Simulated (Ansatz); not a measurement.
Relaxed bulk Cu₂O:

```xyz
6
Lattice="4.2982 0.0000 0.0000 0.0000 4.2982 0.0000 0.0000 0.0000 4.2982" Properties=species:S:1:pos:R:3 pbc="T T T"
Cu    1.0746    1.0746    3.2237
Cu    3.2237    1.0746    1.0746
Cu    1.0746    3.2237    1.0746
Cu    3.2237    3.2237    3.2237
O     2.1491    2.1491    2.1491
O     0.0000    0.0000    0.0000
```

Miller indices refer to the conventional cell of Pn-3m (No. 224), a = 4.298 Å, b = 4.298 Å, c = 4.298 Å, α = 90.00°, β = 90.00°, γ = 90.00°. The bulk's gap is 0.48 eV.

The (111) slab of 15 planes, 11.2 Å thick with 15 Å of vacuum as cut; outer planes O (top) and O (bottom).

Method: DFT PBE, scalar-relativistic, plane waves, PAW in Ansatz. Cutoff 420 eV; k points 6×6×1 on the computed 30-atom cell (Γ-centred); Gaussian smearing, width 0.05 eV; no spin polarisation. The cell repeats along c with a dipole correction in the vacuum.

The slab's middle planes relax by over 3 % too, so it holds no bulk-like region.

Results for the relaxed slab:

```json
{
  "Surface energy (mean of both faces)": "0.76 J/m²",
  "Gap of the slab on the mesh": "0.45 eV"
}
```

Relaxation lowers the energy by 0.050 J/m² a face; the largest move is 0.092 Å.

```tsv
plane (bottom to top)	atoms	spacing to next, bulk (Å)	relaxed (Å)	change (%)	rumpling (Å)
1	O	0.620	0.687	+10.7	0.000
2	Cu4	0.620	0.490	-21.0	0.010
3	O	1.241	1.413	+13.9	0.000
4	O	0.620	0.568	-8.4	0.000
5	Cu4	0.620	0.604	-2.6	0.127
6	O	1.241	1.178	-5.1	0.000
7	O	0.620	0.671	+8.2	0.000
8	Cu4	0.620	0.671	+8.2	0.000
9	O	1.241	1.178	-5.1	0.000
10	O	0.620	0.604	-2.6	0.000
11	Cu4	0.620	0.568	-8.4	0.127
12	O	1.241	1.413	+13.9	0.000
13	O	0.620	0.490	-21.0	0.000
14	Cu4	0.620	0.687	+10.7	0.010
15	O				0.000
```

Gaps are read on the k points sampled, so a band crossing between them can be missed.

Cost: 4 runs of about 29 core-minutes in all, on Arm Neoverse V2 (shared hosts).